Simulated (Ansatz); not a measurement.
The system is Sn.

```
Sn
1.0
     0.00000    3.23334    3.23334
     3.23334    0.00000    3.23334
     3.23334    3.23334    0.00000
Sn
2
Cartesian
  4.8500 4.8500 4.8500
  3.2333 3.2333 3.2333
```

This isn't the form of Sn at room conditions, which is tetragonal (white tin).

Program: Ansatz 0.2.0. Alike in all runs: task projected density of states; potentials or basis Ansatz PAW; no spin polarisation; cell as given; k mesh 4 × 4 × 4; smearing fermi-dirac 0.05 eV; the mesh is coarse, so values aren't converged.

Task: Order these runs on this cell by their pressure, lowest first.
A. level LDA; cutoff (eV) 420
B. level r2SCAN; cutoff (eV) 500
C. level RPBE; cutoff (eV) 420

Result: A (0.8 GPa), B (2.8 GPa), C (5.8 GPa).

Caveats: all runs use coarse meshes; the PAW data sets come from PBE, with cores solved anew for the run's functional, which leaves a small shift of forces and pressure; the density of states is complete only up to the lowest level of the last band computed.
